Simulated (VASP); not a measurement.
Here is a VASP 6.6.1 calculation.

The input INCAR:

```
SYSTEM = PbSe
  ALGO = Normal
  EDIFF = 1E-6
  ENCUT = 520
  GGA = RP
  ISIF = 2
  ISMEAR = -1
  LASPH = .True.
  LCHARG = .False.
  LREAL = .False.
  LWAVE = .False.
  NBANDS = 17
  NELM = 80
  PREC = Accurate
  SIGMA = 0.05
```

KPOINTS

```
k-points
0
Gamma
  8 8 8
  0 0 0
```

POSCAR

```
PbSe
1.0
    0.0000000000      3.1484680479      3.1484680479
    3.1484680479      0.0000000000      3.1484680479
    3.1484680479      3.1484680479      0.0000000000
Pb Se
1 1
Direct
    0.0000000000      0.0000000000      0.0000000000
    0.5000000000      0.5000000000      0.5000000000
```

Potentials or basis: VASP PAW PBE potentials, release 64 (Pb_d, Se).

Launch:

```bash
$ cat potpaw_PBE.64/Pb_d/POTCAR potpaw_PBE.64/Se/POTCAR > POTCAR
$ mpirun -np 1 vasp_std > vasp.out
```

What does it give for the pressure?

0.0 GPa.

Estimate the band gap on the k mesh.

0.63 eV, direct.

Caveat: the PAW data sets were made with another functional, which shifts forces and pressure a little; spin-orbit coupling is left out, which moves the levels of the heavy elements.

**Experimental background.**

From a printed reference work, monograph, for a bulk crystal of PbSe at 300 K: band gap 0.28 eV (direct).

A measured gap of PbSe is 0.28 eV (direct; 300 K; a printed reference work, monograph); the calculated 0.63 eV misses it by +0.35 eV. 2 values of this kind are on record (0.15 to 0.28 eV); this one was drawn at random. Spin-orbit coupling on Pb, Se is left out. The value is that of RPBE on a finite k mesh, which can miss the band edges, without temperature or zero-point motion.
